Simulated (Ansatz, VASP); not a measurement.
# Cr: VASP beside Ansatz

Contents of INCAR:

```
ALGO = Normal
EDIFF = 1E-6
ENCUT = 520
GGA = RP
ISIF = 2
ISMEAR = -1
LASPH = T
LCHARG = F
LREAL = F
LWAVE = F
NBANDS = 12
NELM = 80
PREC = Accurate
SIGMA = 0.1
```

The input KPOINTS:

```
k-points
0
Gamma
  25 25 25
```

File POSCAR:

```
Cr
1.0
   -1.4147703629      1.4147703629      1.4147703629
    1.4147703629     -1.4147703629      1.4147703629
    1.4147703629      1.4147703629     -1.4147703629
Cr
1
Direct
    0.0000000000      0.0000000000      0.0000000000
```

Input for Ansatz:

```yaml
crystal:
  lattice:
    - [-1.4147703629, 1.4147703629, 1.4147703629]
    - [1.4147703629, -1.4147703629, 1.4147703629]
    - [1.4147703629, 1.4147703629, -1.4147703629]
  atoms:
    - { symbol: Cr, position: [0.0, 0.0, 0.0] }
hamiltonian:
  xc: rpbe
  pseudopotentials:
    kind: paw
    azcp:
      Cr: "pseudopotentials/Cr.paw.azcp"
basis:
  ecutwfc: 420
  fft_grid_basis: typed
kpoints:
  mp_grid: { grid: [25, 25, 25], shift: [0, 0, 0] }
magnetization:
  spin_polarized: false
scf:
  occupations: { method: fermi_dirac, width: 0.1 }
output:
  stress: true
```

Alike in both runs: task single point; functional RPBE; k mesh 25 × 25 × 25; occupations fermi-dirac, width 0.1 eV; no spin polarisation.

|  | VASP | Ansatz |
| --- | --- | --- |
| version | VASP 6.6.1 | Ansatz 0.2.0 |
| potentials or method | VASP PAW PBE potentials, release 64 (Cr_pv) | plane waves (420 eV) with PAW, scalar-relativistic |
| plane-wave cutoff (eV) | 520 | 420 |
| valence electrons in the cell | 12 | 14 |

|  | VASP | Ansatz | Ansatz less VASP |
| --- | --- | --- | --- |
| pressure (GPa) | 10.3 | 10.8 | +0.49 |

The functional is the same, so the differences come from potentials, cutoffs and numerics. The two sets of potentials don't hold the same shells in valence.

Caveats: the PAW data sets were made with another functional, which shifts forces and pressure a little (VASP); the run has no spin polarisation, though such a crystal can be magnetic. Spin polarisation is off, so any magnetic state and its effect on volume and gap are missing.
